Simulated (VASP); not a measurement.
# BiTe (R-3m) in VASP: further runs

Runs on BiTe. Level: PBE. Tasks: single point.

All numbers are computed with VASP 6.6.1; they aren't measurements. Logs are shortened: lines on timing, memory, paths and dates and some standing lists are left out, and cuts for length are marked.

### Step 1. The structure

It takes space group R-3m (No. 166, trigonal). The conventional cell has a = 4.845 Å, b = 4.845 Å, c = 9.952 Å, α = 90.00°, β = 90.00°, γ = 120.00°. Around Bi (site symmetry -3m) lie 6 Te at 3.25 Å. Around Te (site symmetry -3m) lie 6 Bi at 3.25 Å.

The cell comes from a database or a generator and needn't be the stable form of this composition.

### Step 2. Single point, PBE

INCAR reads:

```
PREC = Accurate
ENCUT = 450
EDIFF = 1E-7
ISMEAR = 0
SIGMA = 0.05
LREAL = F
LASPH = T
NELM = 100
ALGO = Normal
ISIF = 2
LWAVE = F
LCHARG = F
GGA = PE
NBANDS = 18
ADDGRID = F
```

KPOINTS reads:

```
Automatic mesh
0
Gamma
  3 3 3
```

POSCAR reads:

```
BiTe
1.0
    2.4227077728      1.3987509848      3.3172919545
   -2.4227077728      1.3987509848      3.3172919545
    0.0000000000     -2.7975019696      3.3172919545
Bi Te
1 1
Direct
    0.5120250000      0.5038480000      0.5048510000
   -0.0040940000     -0.0152210000     -0.0035880000
```

Potentials or basis: VASP PAW PBE potentials, release 64 (Bi_d, Te).

Started as:

```bash
$ cat potpaw_PBE.64/Bi_d/POTCAR potpaw_PBE.64/Te/POTCAR > POTCAR
$ mpirun -np 1 vasp_std > vasp.out
```

OUTCAR:

```text
PREC = Accurate
   ENCUT = 450
   EDIFF = 1E-7
   ISMEAR = 0
   LREAL = F
   LASPH = T
   NELM = 100
   ISIF = 2
   GGA = PE

 Found     14 irreducible k-points:

 Following reciprocal coordinates:
            Coordinates               Weight
  0.000000  0.000000  0.000000      1.000000
  0.333333 -0.000000  0.000000      2.000000
 -0.000000  0.333333  0.000000      2.000000
  0.000000  0.000000  0.333333      2.000000
  0.333333  0.333333  0.000000      2.000000
 -0.333333  0.000000 -0.333333      2.000000
   k-points           NKPTS =     14   k-points in BZ     NKDIM =     14   number of bands    NBANDS=     18
   number of dos      NEDOS =    301   number of ions     NIONS =      2
   total plane-waves  NPLWV =  27000
   dimension x,y,z NGX =    30 NGY =   30 NGZ =   30
   dimension x,y,z NGXF=    60 NGYF=   60 NGZF=   60
   ions per type =               1   1
   NGX,Y,Z   is equivalent  to a cutoff of  11.49, 11.49, 11.49 a.u.
   NGXF,Y,Z  is equivalent  to a cutoff of  22.99, 22.99, 22.99 a.u.
 SYSTEM =  unknown system
   PREC   = accura    normal or accurate (medium, high low for compatibility)
   ISTART =      0    job   : 0-new  1-cont  2-samecut
   ICHARG =      2    charge: 1-file 2-atom 10-const
   ISPIN  =      1    spin polarized calculation?
   LNONCOLLINEAR =      F non collinear calculations
   LSORBIT =      F    spin-orbit coupling
   LASPH  =      T    aspherical Exc in radial PAW
   ENCUT  =  450.0 eV  33.07 Ry    5.75 a.u.   7.51  7.51  7.51*2*pi/ulx,y,z
   NELM   =    100;   NELMIN=  2; NELMDL= -5     # of ELM steps
   EDIFF  = 0.1E-06   stopping-criterion for ELM
[... 30 lines left out ...]
 non-spin polarized calculation
 Gauss-broadening in eV      SIGMA  =   0.05
  energy-cutoff  :      450.00
  volume of cell :       67.45
 maximum number of plane-waves:      1487
 NGX is ok and might be reduce to    30
   NGX = 15   NGY = 15   NGZ = 15

 number of electron      21.0000002 magnetization

 Free energy of the ion-electron system (eV)
  ---------------------------------------------------
  ext. energy  EPLUGINS =         0.00000000
  ---------------------------------------------------
  free energy    TOTEN  =        -7.11627236 eV

  energy without entropy =       -7.11141014  energy(sigma->0) =       -7.11384125

 E-fermi :   6.9081     XC(G=0):  -9.4828

 val. band max:        6.4494894824   @ k =  -0.0000   0.3333   0.0000
 cond. band min:       6.9214370173   @ k =   0.0000   0.0000   0.3333
 fundamental gap:      0.4719475349
 Fermi energy:         6.9081168214

 k-point     1 :       0.0000    0.0000    0.0000
  band No.  band energies     occupation
      1     -16.5851      2.00000
      2     -16.5846      2.00000
      3     -16.5527      2.00000
      4     -16.5457      2.00000
      5     -16.5258      2.00000
      6      -6.8367      2.00000
      7      -1.6060      2.00000
      8       3.7171      2.00000
      9       3.7454      2.00000
     10       5.0761      2.00000
     11       8.5122      0.00000
     12       9.0985      0.00000
     13       9.1574      0.00000
     14      10.7623      0.00000
     15      10.8062      0.00000
     16      12.8550      0.00000
     17      13.3364      0.00000
     18      13.5594      0.00000

 k-point     2 :       0.3333   -0.0000    0.0000
  band No.  band energies     occupation
      1     -16.5851      2.00000
      2     -16.5837      2.00000
      3     -16.5545      2.00000
      4     -16.5417      2.00000
      5     -16.5237      2.00000
      6      -5.9127      2.00000
      7      -3.4540      2.00000
      8       4.2933      2.00000
      9       4.5927      2.00000
     10       5.1701      2.00000
     11       6.4494      2.00000
     12       6.9365      0.42177
     13       7.5353      0.00000
     14      12.0921      0.00000
     15      12.1944      0.00000
     16      14.6597      0.00000
     17      15.4163      0.00000
     18      16.3538      0.00000

 k-point     3 :      -0.0000    0.3333    0.0000
  band No.  band energies     occupation
      1     -16.5850      2.00000
      2     -16.5838      2.00000
      3     -16.5551      2.00000
      4     -16.5411      2.00000
      5     -16.5238      2.00000
      6      -5.9148      2.00000
      7      -3.4499      2.00000
      8       4.2867      2.00000
      9       4.5910      2.00000
     10       5.1758      2.00000
     11       6.4495      2.00000
     12       6.9397      0.37187
     13       7.5285      0.00000
     14      12.0928      0.00000
     15      12.1950      0.00000
     16      14.6585      0.00000
     17      15.4236      0.00000
     18      16.3560      0.00000

 k-point     4 :       0.0000    0.0000    0.3333
  band No.  band energies     occupation
      1     -16.5857      2.00000
      2     -16.5832      2.00000
      3     -16.5495      2.00000
      4     -16.5470      2.00000
      5     -16.5234      2.00000
      6      -5.9095      2.00000
      7      -3.4610      2.00000
      8       4.3146      2.00000
      9       4.5979      2.00000
     10       5.1500      2.00000
     11       6.4486      2.00000
     12       6.9214      0.70636
     13       7.5550      0.00000
     14      12.0930      0.00000
     15      12.1902      0.00000
     16      14.6667      0.00000
     17      15.4028      0.00000
     18      16.3494      0.00000

 k-point     5 :       0.3333    0.3333    0.0000
  band No.  band energies     occupation
      1     -16.5905      2.00000
      2     -16.5811      2.00000
      3     -16.5544      2.00000
      4     -16.5346      2.00000
      5     -16.5249      2.00000
      6      -5.6554      2.00000
      7      -3.0211      2.00000
      8       2.4865      2.00000
      9       2.5312      2.00000
     10       3.6692      2.00000
     11       8.7429      0.00000
     12       9.1077      0.00000
     13       9.8777      0.00000
     14       9.9200      0.00000
     15      14.5590      0.00000
     16      14.5979      0.00000
     17      14.9661      0.00000
     18      15.3501      0.00000

 k-point     6 :      -0.3333    0.0000   -0.3333
  band No.  band energies     occupation
      1     -16.5900      2.00000
      2     -16.5820      2.00000
      3     -16.5508      2.00000
      4     -16.5391      2.00000
      5     -16.5237      2.00000
      6      -5.6625      2.00000
      7      -3.0040      2.00000
      8       2.4638      2.00000
      9       2.5299      2.00000
     10       3.6822      2.00000
     11       8.7429      0.00000
     12       9.0324      0.00000
     13       9.8825      0.00000
     14      10.0014      0.00000
     15      14.5345      0.00000
     16      14.5592      0.00000
     17      15.0055      0.00000
     18      15.3582      0.00000

 [... further k-points ...]
[... 5 lines left out ...]
  --------------------------------------------------------------------------------------
  -------------------------------------------------------------------------------------
  Total       -0.0914558     -0.1708257      0.4358828     -0.0049565     -0.0211210      0.0036954
  in kB       -2.1724294     -4.0577706     10.3539001     -0.1177365     -0.5017058      0.0877790
  external PRESSURE =       1.3745667 kB  Pullay stress =       0.0000000 kB

 VOLUME and BASIS-vectors are now :
 -----------------------------------------------------------------------------
  energy-cutoff  :      450.00
  volume of cell :       67.45
      direct lattice vectors                 reciprocal lattice vectors
     2.422707773  1.398750985  3.317291954     0.206380648  0.119153923  0.100483568
    -2.422707773  1.398750985  3.317291954    -0.206380648  0.119153923  0.100483568
     0.000000000 -2.797501970  3.317291954     0.000000000 -0.238307845  0.100483568

 POSITION                                       TOTAL-FORCE (eV/Angst)
 -----------------------------------------------------------------------------------
      0.01981      0.00863      5.04469         0.014416     -0.042280     -0.183442
      0.02696     -0.01698      9.87590        -0.014416      0.042280      0.183442
 -----------------------------------------------------------------------------------
    total drift:                               -0.000866     -0.000417      0.000209

  FREE ENERGIE OF THE ION-ELECTRON SYSTEM (eV)
  ---------------------------------------------------
  free  energy   TOTEN  =        -7.1162723638 eV

  energy  without entropy=       -7.1114101367  energy(sigma->0) =       -7.11384125
```

It took 15 s on 1 thread of Intel Xeon 6975P-C (Granite Rapids), shared host; peak memory 0.16 GiB.

These settings aren't checked as converged: the numbers below hold their error.

What came out:

- Free energy: -7.1163 eV
- Pressure: 0.1 GPa
- Largest force: 0.189 eV/Å
- Band gap on the k mesh: none (metal or under the smearing width)

Caveat: the k mesh is coarse (spacing up to 0.54 Å⁻¹), so the values aren't converged; spin-orbit coupling is left out, which moves the levels of the heavy elements.

### Step 3. Single point, PBE

Edit INCAR of step 2 so:

```diff
@@ -1,3 +1,3 @@
 PREC = Accurate
-ENCUT = 450
+ENCUT = 300
 EDIFF = 1E-7
```

KPOINTS reads:

```
Automatic mesh
0
Gamma
  4 4 4
```

POSCAR reads:

```
BiTe
1.0
    2.4227077728      1.3987509848      3.3172919545
   -2.4227077728      1.3987509848      3.3172919545
    0.0000000000     -2.7975019696      3.3172919545
Bi Te
1 1
Direct
    0.5000000000      0.5000000000      0.5000000000
    0.0000000000      0.0000000000      0.0000000000
```

Potentials or basis: VASP PAW PBE potentials, release 64 (Bi_d, Te).

Started as:

```bash
$ cat potpaw_PBE.64/Bi_d/POTCAR potpaw_PBE.64/Te/POTCAR > POTCAR
$ mpirun -np 1 vasp_std > vasp.out
```

Run time: 9 s. Hardware: 1 thread of Intel Xeon 6975P-C (Granite Rapids), shared host; peak memory 0.14 GiB.

The run converged, but some of its settings lie outside the range that counts as converged, so its numbers aren't taken as properties of the crystal.

Results:

- Free energy: -7.2136 eV
- Pressure: -0.3 GPa
- Band gap on the k mesh: none (metal or under the smearing width)

Caveat: the k mesh is coarse (spacing up to 0.41 Å⁻¹), so the values aren't converged; the cutoff is under 1.25 times the usual one of these potentials, so pressure, stress and relaxed cells hold a basis-set (Pulay) error; spin-orbit coupling is left out, which moves the levels of the heavy elements.

### Step 4. For comparison

An earlier run on the cell as given: functional PBE; potentials or basis VASP PAW PBE potentials, release 64 (Bi_d, Te); cutoff 520 eV; k mesh 7 × 7 × 7; occupations fermi-dirac, width 0.05 eV; no spin polarisation.

- Pressure: 0.1 GPa
- Band gap on the k mesh: none (metal or under the smearing width)
